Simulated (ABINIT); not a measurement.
HfO2:

```
CELL_PARAMETERS angstrom
3.55802 0.00000 0.00000
0.00000 3.55802 0.00000
0.00000 0.00000 5.17186
ATOMIC_POSITIONS crystal
Hf 0.00000 0.00000 0.00000
Hf 0.50000 0.50000 0.50000
O 0.00000 0.50000 0.19721
O 0.50000 0.00000 0.30279
O 0.50000 0.00000 0.80279
O 0.00000 0.50000 0.69721
```

Measurements of this composition are mostly on another form, of space group No. 14.

Program: ABINIT 10.8.3 (patched build). Alike in all runs: no spin polarisation; cell as given; cutoff (eV) 626; smearing fermi-dirac 0.05 eV.

Question: Order these runs on this cell by their pressure, lowest first.
A. level LDA; potentials or basis JTH PAW LDA v2.0; k mesh 6 × 6 × 4
B. level PBEsol; potentials or basis JTH PAW PBE v2.0; k mesh 6 × 6 × 4
C. level PBE; potentials or basis JTH PAW PBE v2.0; k mesh 5 × 5 × 3

Answer: A (-8.3 GPa), B (-0.8 GPa), C (6.8 GPa).

Caveats: the PAW data sets were made with another functional, which shifts forces and pressure a little (some runs).

Not every run made on this cell is shown here.
